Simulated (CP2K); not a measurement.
# MoS2 under changes of volume

One of the cells (17.728 Å³/atom); the others are scaled copies at fixed shape and fractional positions:

```
Mo S
1.0
     6.41491    0.00000    0.00000
     5.63659    3.06265    0.00000
     5.63659    1.43243    2.70702
Mo S
1 2
Direct
  0.00000 0.00000 0.00000
  0.41700 0.41700 0.41700
  0.25000 0.25000 0.25000
```

Measurements of this composition are mostly on another form, of space group No. 194.

- Program: CP2K 2026.2
- Functional: PBE
- Potentials or basis: POTENTIAL_UZH Mo GTH-PBE-q14, S GTH-PBE-q6; TZVP-MOLOPT-PBE-GTH basis
- Density cutoff: 6123 eV
- k mesh: 10 × 10 × 10
- Occupations: fermi-dirac, width 0.05 eV
- Spin: no spin polarisation

```tsv
volume (Å³/atom)	energy over the lowest point (meV/atom)	pressure (GPa)	gap on the mesh (eV)	largest force (eV/Å)
16.664	99.81	18.9	0.90	1.916
17.019	63.01	14.5	0.93	1.487
17.373	?	?	?	?
17.728	16.37	6.9	0.96	0.721
18.083	4.78	3.6	0.98	0.379
18.437	0.00	0.7	0.99	0.082
18.792	1.35	-1.9	1.00	0.309
```

Question: What does the run at 17.373 Å³/atom give?

Answer: Energy over the lowest point 35.51 meV/atom; pressure 10.5 GPa; gap on the mesh 0.95 eV; largest force 1.089 eV/Å.

Worked out: A Birch-Murnaghan fit of order 3 (a polynomial in V^(-2/3)) to the other rows has its minimum at 18.53 Å³/atom with B0 = V·E''(V) = 141 GPa and B' = 4.3 at fixed shape and positions, which overstates the stiffness. It gives 35.55 meV/atom at 17.373 Å³/atom, against the run's 35.51, and -dE/dV = 10.5 GPa, against 10.5. A straight line through the other rows of the gap, of slope 0.82 eV per unit of ln V, gives 0.94 eV, against the run's 0.95.

Energies are extrapolated to zero smearing.

Caveats: the basis of atomic orbitals isn't converged, which shifts pressures, moduli and gaps; forces of over 1 eV/Å show positions far from the minimum, so gaps and moduli don't describe the material at rest (some runs).

A mesh can miss the band edges. Spin-orbit coupling on Mo is left out.
